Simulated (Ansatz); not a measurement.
# GaN: the cost of one run

Computed with Ansatz 0.2.0 (DFT PBE, scalar-relativistic, plane waves, PAW, unless a step's input says otherwise).

1 further run of the same task is left out (set aside as unsound or not needed).

## (1) The system as given

The structure is tetragonal, space group P4_32_12 (No. 96). The conventional cell has a = 5.568 Å, b = 5.568 Å, c = 3.007 Å, α = 90.00°, β = 90.00°, γ = 90.00°. Ga (site symmetry 2) is surrounded by 4 N at 1.97 to 2.02 Å. N (site symmetry 2) is surrounded by 4 Ga at 1.97 to 2.02 Å.

Coordinates:

```
Ga N
1.0
     5.56825    0.00000    0.00000
     0.00000    5.56825    0.00000
     0.00000    0.00000    3.00714
Ga N
4 4
Direct
  0.17022 0.17022 0.50000
  0.82978 0.82978 0.00000
  0.32978 0.67022 0.25000
  0.67022 0.32978 0.75000
  0.83258 0.16742 0.25000
  0.16742 0.83258 0.75000
  0.66742 0.66742 0.50000
  0.33258 0.33258 0.00000
```

The cell was relaxed beforehand at this level, from a generated guess; it needn't be the stable form of this composition. At a tolerance of 0.02 Å it has space group P4_32_12 (No. 96); it has 11.65 Å³/atom, an uncorrected energy of -0.08 eV/atom over the elements.

## (2) Static run: bands, density of states and charges

Input file input.yaml:

```yaml
crystal:
  lattice:
    - [5.568251867, 0.0, 0.0]
    - [0.0, 5.568251867, 0.0]
    - [0.0, 0.0, 3.0071403975]
  atoms:
    - { symbol: Ga, position: [0.1702167791, 0.1702167791, 0.5] }
    - { symbol: Ga, position: [0.8297832209, 0.8297832209, 0.0] }
    - { symbol: Ga, position: [0.3297832209, 0.6702167791, 0.25] }
    - { symbol: Ga, position: [0.6702167791, 0.3297832209, 0.75] }
    - { symbol: "N", position: [0.832583732, 0.167416268, 0.25] }
    - { symbol: "N", position: [0.167416268, 0.832583732, 0.75] }
    - { symbol: "N", position: [0.667416268, 0.667416268, 0.5] }
    - { symbol: "N", position: [0.332583732, 0.332583732, 0.0] }
basis:
  ecutwfc: 420
kpoints:
  mp_grid: { grid: [6, 6, 10] }
  band_path:
    path:
      - [[0.0, 0.0, 0.0], [0.0, 0.5, 0.0], [0.5, 0.5, 0.0], [0.0, 0.0, 0.0], [0.0, 0.0, 0.5], [0.0, 0.5, 0.5], [0.5, 0.5, 0.5], [0.0, 0.0, 0.5]]
      - [[0.0, 0.5, 0.0], [0.0, 0.5, 0.5]]
      - [[0.5, 0.5, 0.0], [0.5, 0.5, 0.5]]
    npoints: 14
hamiltonian:
  xc: pbe
scf:
  occupations: { method: gaussian, width: 0.02 }
  n_extra_bands: 20
output:
  forces: true
  stress: true
  eigenvalues: true
  populations: true
  dos: { projected: true, de: 0.02, nscf_kmesh: { grid: [9, 9, 15] } }
  bader: true
  write_density: true
  write_potential: true
  elf: true
  volumetric_format: npy
```

The run is started by

```console
$ ansatz run input.yaml --threads 1 --pin off --max-ram 2560MiB --backend cpu --events-out ev --progress --plain --runs-dir out
```

Q: Estimate wall time and peak memory on 1 thread of Arm Neoverse V2, shared host.

About 3.5 min, with a peak of 0.63 GiB.
